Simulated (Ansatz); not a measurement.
**ZnO: do energies and stresses tell the same story?**

Level of theory: Ansatz, DFT r2SCAN, scalar-relativistic, plane waves, PAW.

Plane waves to 500 eV, a k mesh through Γ of 12×12×12 on the computed 2-atom cell and Gaussian smearing (0.02 eV); no spin polarisation.

Relaxed cell: Fm-3m, a = 4.268 Å, b = 4.268 Å, c = 4.268 Å, α = 90.00°, β = 90.00°, γ = 90.00°, 2 atoms in the primitive cell. This rock-salt form isn't the usual stable structure of the compound.

Energies at zero smearing and pressures from the stress tensor, at volumes with shape and atoms relaxed:
```tsv
V (Å³/atom)	E − E(first) (meV/atom)	P (GPa)
9.132	0.00	13.68
9.423	-17.97	6.29
9.715	-23.53	0.00
10.006	-18.55	-5.34
10.298	-4.59	-9.88
```

Question: Check P = −dE/dV between neighbouring volumes, and get the bulk modulus from the pressures alone.

Answer: With 1 eV/Å³ = 160.2 GPa:
```tsv
middle V (Å³/atom)	−ΔE/ΔV (GPa)	mean P (GPa)
9.278	9.879	9.981
9.569	3.056	3.144
9.861	-2.736	-2.669
10.152	-7.676	-7.613
```

The two differ by 0.10 GPa at most. The mean of two end pressures misses the average over a step by about ΔV² P″/12, up to 0.10 GPa here; with that taken off 0.00 GPa remains. Around V = 9.715 Å³/atom, the two neighbours give B = −V ΔP/ΔV = 9.715 × 11.63 / 0.583 = 193.8 GPa, against B0 = 192.8 GPa from the Birch–Murnaghan fit of the energies.

Cost: 6 runs of about 0.34 core-minutes in all, on AMD EPYC 9R45 (Zen 5) (shared hosts).